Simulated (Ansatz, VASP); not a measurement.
# Two plane-wave programs on Rh

```
Rh
1.0
    -1.34468    1.34468    1.90270
     1.34468   -1.34468    1.90270
     1.34468    1.34468   -1.90270
Rh
1
Direct
  0.00000 0.00000 0.00000
```

Alike in both runs: functional r2SCAN; k mesh 8 × 8 × 8; occupations gaussian, width 0.1 eV; no spin polarisation.

Ansatz relaxed the structure, and its values are those at the end. VASP's run is a single point on that final structure, the one shown.

```csv
,VASP,Ansatz
version,VASP 6.6.1,Ansatz 0.2.0
potentials or method,"VASP PAW PBE potentials, release 64 (Rh_pv)","scalar-relativistic, plane waves, PAW"
plane-wave cutoff (eV),520,500
valence electrons in the cell,15,17
```

```csv
,VASP,Ansatz,Ansatz less VASP
gap on the k mesh at the Fermi level (eV),none,none,-
pressure (GPa),1.1,-0.2,-1.22
```

A gap of «none» marks a metal or a gap that the smearing closes. The two sets of potentials don't hold the same shells in valence.

Caveats: the k mesh is coarse (spacing up to 0.41 Å⁻¹), so the values aren't converged; the PAW data sets were made with another functional, which shifts forces and pressure a little (VASP).
